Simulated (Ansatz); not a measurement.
SnSe under changes of volume

One of the cells (27.271 Å³/atom); the others are scaled copies at fixed shape and fractional positions:

```
Sn Se
1.0
     0.00000    3.01000    3.01000
     3.01000    0.00000    3.01000
     3.01000    3.01000    0.00000
Sn Se
1 1
Direct
  0.00000 0.00000 0.00000
  0.50000 0.50000 0.50000
```

Measurements of this composition are mostly on another form, of space group No. 62.

```yaml
Program: Ansatz 0.2.0
Functional: PBE0
Potentials_or_basis: Ansatz PAW
Cutoff: "420 eV (not typed: the program's choice for these potentials)"
k_mesh: 6 × 6 × 6
Occupations: fermi-dirac, width 0.05 eV
Spin: no spin polarisation
```

```csv
volume (Å³/atom),energy over the lowest point (meV/atom),pressure (GPa),gap on the mesh (eV)
25.635,12.73,3.2,1.00
26.180,4.27,1.8,0.87
26.725,?,?,?
27.271,0.00,-0.5,0.63
27.816,3.36,-1.5,0.51
28.362,9.91,-2.3,0.40
28.907,18.14,-2.7,0.43
```

Q: What does the run at 26.725 Å³/atom give?

A: Energy over the lowest point 0.18 meV/atom; pressure 0.6 GPa; gap on the mesh 0.74 eV.

Worked out: A Birch-Murnaghan fit of order 3 (a polynomial in V^(-2/3)) to the other rows has its minimum at 27.00 Å³/atom with B0 = V·E''(V) = 53 GPa and B' = 7.1. It gives 0.14 meV/atom at 26.725 Å³/atom, against the run's 0.18, and -dE/dV = 0.6 GPa, against 0.6. A parabola through the other rows of the gap, of slope -6.04 eV per unit of ln V (its deformation potential) there, gives 0.72 eV, against the run's 0.74.

Energies are extrapolated to zero smearing.

Caveats: spin-orbit coupling is left out, which moves the levels of the heavy elements; the PAW data sets come from PBE, with cores solved anew for the run's functional, which leaves a small shift of forces and pressure; the thresholds are loose for stress.

A mesh can miss the band edges.
